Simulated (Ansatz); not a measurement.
## RbCl (001) on Nb(100): work function and capacitance: cost of one run

Ansatz 0.2.0; plane-wave DFT, PBE, Ansatz PAW. The cell holds 14 atoms.

input.yaml

```yaml
crystal:
  lattice:
    - [4.65276262, 0.0, 0.0]
    - [0.0, 4.65276262, 0.0]
    - [0.0, 0.0, 31.9380437604]
  atoms:
    - { symbol: Nb, position: [0.0, 0.0, 0.2817955936] }
    - { symbol: Nb, position: [0.5, 0.5, 0.2817955936] }
    - { symbol: Nb, position: [0.0, 0.5, 0.3335837041] }
[... 5 atom lines left out ...]
    - { symbol: Nb, position: [0.0, 0.0, 0.4804226352] }
    - { symbol: Nb, position: [0.5, 0.5, 0.4885575015] }
    - { symbol: Rb, position: [0.0, 0.0, 0.5869568193] }
    - { symbol: Cl, position: [0.5, 0.5, 0.5795858404] }
    - { symbol: Rb, position: [0.5, 0.5, 0.6879493937] }
    - { symbol: Cl, position: [0.0, 0.0, 0.6905391152] }
kpoints:
  mp_grid: { grid: [8, 8, 1] }
hamiltonian:
  xc: pbe
scf:
  occupations: { method: fermi_dirac, width: 0.1 }
  convergence: { dr2_threshold: 1.0e-10 }
efield:
  axis: 3
  dipole_correction: true
  ramp_position: 0.97
  ramp_width: 0.06
  amplitude: -0.1
output:
  write_potential: true
  write_density: true
  volumetric_format: npy
```

The run is started by

```
> ansatz run input.yaml --threads 4 --pin off --max-ram 12288MiB --backend cpu --events-out ev --progress --plain --runs-dir out
```

The cutoff in use is 420 eV. For reference, a run of the same kind (20 atoms, 15 k-points, 126 bands and 17,659 plane waves; 28 SCF cycles) took 5.2 min and 3.3 GiB on the same hardware.

What time and memory should one allow on 4 threads of Arm Neoverse V1, shared host?

A cutoff of 420 eV is a sphere of radius 10.5 Å⁻¹, so a cell of 691 Å³ holds about V·G³/6π² = 13,512 plane waves. At two electrons a band, the 162 electrons need 81 bands, and 17 more are carried. Symmetry cuts the 8×8×1 mesh from 64 to 15 points. The run has 15 k-points, 98 bands and 13,475 plane waves. Taking the work of a cycle as k-points × spins × bands × plane waves, that is 0.59 times the reference, or 3.1 min at the reference's 28 cycles. The run needed 24 SCF cycles, which makes it about 2.7 min. One copy of the wavefunctions takes 0.3 GiB at 16 bytes a coefficient, against 0.5 GiB in the reference; grids, projectors and work arrays come on top. Measured: about 1.9 min, with a peak of 2.2 GiB. The run was quicker than this simple count says.

[Logs are printed without paths, hosts, clocks, repeated set-up lines and the standing remarks that a program may print on its own settings, such as how far it seeks lower states.]

[Hosts, paths, dates, database ids (printed as entryN), source tags and the programs' standing remarks are cut or masked in the printed files.]

[Maps of the electrostatic potential energy from Ansatz leave out the sawtooth potential of an applied field or a dipole correction, so their vacuum need not be flat; planar profiles and work functions include it.]
